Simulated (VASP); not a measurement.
Runs of VASP 6.6.1 on CdTe. The cell holds a slab with vacuum, 14 atoms: a = 6.410 Å, b = 4.533 Å, c = 18.598 Å, α = 90.00°, β = 90.00°, γ = 90.00°. 

```csv
cell,vacuum (Å),gap on the mesh (eV),largest force (eV/Å)
"Pmm2, 38.6 Å³/atom",5,0.62,(a)
"Pmm2, 61.42 Å³/atom",-,0.76,0.91
"Pmm2, 73.87 Å³/atom",22,0.76,0.91
"Pmm2, 48.97 Å³/atom",10,0.76,0.91
```

Alike in all rows: task work function; level PBEsol; potentials or basis VASP PAW PBE potentials, release 64 (Cd, Te); no spin polarisation; k mesh 4 × 6 × 1; cutoff (eV) 520; smearing gaussian 0.05 eV.

Question: Fill in the values left out.

Answer: (a) 0.93.

Caveats: the PAW data sets were made with another functional, which shifts forces and pressure a little; spin-orbit coupling is left out, which moves the levels of the heavy elements.

A k mesh can miss the band edges, and the runs leave out spin-orbit coupling on Cd, Te.
